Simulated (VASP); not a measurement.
Ca, 1 atom in the cell. The structure is tetragonal, space group I4/mmm (No. 139). Conventional cell: a = 4.410 Å, b = 4.410 Å, c = 4.392 Å, α = 90.00°, β = 90.00°, γ = 90.00°. Ca (site symmetry 4/mmm) has 8 Ca at 3.81 Å as nearest neighbours. This isn't the form of Ca at room conditions, which is fcc.

```yaml
Program: VASP 6.6.1
Task: single point
Functional: PBE
Potentials_or_basis: VASP PAW PBE potentials, release 64 (Ca_sv)
Cutoff: 520 eV
k_mesh: 9 × 9 × 9
Occupations: gaussian, width 0.05 eV
Spin: no spin polarisation
Further_INCAR_settings: ALGO = Normal; EDIFF = 1.00e-07; NBANDS = 11
```

Potentials or basis: VASP PAW PBE potentials, release 64 (Ca_sv).

Run with:

```console
$ python run.py
```

Hardware: 1 thread of Intel(R) Xeon(R) Platinum 8488C (Sapphire Rapids), with other jobs on the host.

Task: Estimate the wall time of this run.

Result: Wall time 29 s on 1 thread of Intel(R) Xeon(R) Platinum 8488C (Sapphire Rapids) (shared host), peak memory 0.17 GiB. Counts: scf iterations 13, k points 75.
